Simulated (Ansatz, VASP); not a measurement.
## InP in VASP and in Ansatz

File POSCAR:

```
InP
1.0
    0.0000000000      2.9538133802      2.9538133802
    2.9538133802      0.0000000000      2.9538133802
    2.9538133802      2.9538133802      0.0000000000
In P
1 1
Direct
    0.0000000000      0.0000000000      0.0000000000
    0.2500000000      0.2500000000      0.2500000000
```

Contents of INCAR.step1:

```
SYSTEM = InP
  PREC = Accurate
  ENCUT = 520
  ISMEAR = 0
  SIGMA = 0.01
  LREAL = .False.
  LASPH = .True.
  NELM = 80
  NBANDS = 16
  GGA = PE
  ALGO = Normal
  EDIFF = 1E-4
  LWAVE = .True.
  LCHARG = .False.
```

The input INCAR.step2:

```
SYSTEM = InP
  PREC = Accurate
  ENCUT = 520
  EDIFF = 1E-6
  ISMEAR = 0
  SIGMA = 0.01
  LREAL = .False.
  LASPH = .True.
  NELM = 80
  ALGO = Normal
  ISIF = 2
  LWAVE = .False.
  LCHARG = .True.
  METAGGA = R2SCAN
  LMIXTAU = .True.
  LELF = .True.
  LVHAR = .True.
  NBANDS = 16
  ISTART = 1
```

Contents of KPOINTS:

```
regular mesh
0
Gamma
  6 6 6
  0 0 0
```

Input for Ansatz:

```yaml
crystal:
  lattice:
    - [0.0, 2.9538133802, 2.9538133802]
    - [2.9538133802, 0.0, 2.9538133802]
    - [2.9538133802, 2.9538133802, 0.0]
  atoms:
    - { symbol: In, position: [0.0, 0.0, 0.0] }
    - { symbol: P, position: [0.25, 0.25, 0.25] }
kpoints:
  mp_grid: { grid: [6, 6, 6] }
hamiltonian:
  xc: r2scan
scf:
  occupations: { method: fixed }
  n_extra_bands: 4
output:
  forces: true
  stress: true
  eigenvalues: true
```

Alike in both runs: task single point; functional r2SCAN; k mesh 6 × 6 × 6; no spin polarisation.

|  | VASP | Ansatz |
| --- | --- | --- |
| version | VASP 6.6.1 | Ansatz 0.2.0 |
| potentials or method | VASP PAW PBE potentials, release 64 (In_d, P) | plane waves, PAW |
| plane-wave cutoff (eV) | 520 | 500 |
| occupations | gaussian, width 0.01 eV | fixed |
| valence electrons in the cell | 18 | 18 |

```tsv
	VASP	Ansatz	Ansatz less VASP
gap on the k mesh at the Fermi level (eV)	1.03	1.02	-0.004
pressure (GPa)	-0.1	0.0	+0.10
```

Caveats: the PAW data sets were made with another functional, which shifts forces and pressure a little (VASP); spin-orbit coupling is left out, which moves the levels of the heavy elements. r2SCAN opens gaps a little over a GGA but as a rule still falls short of measured ones.
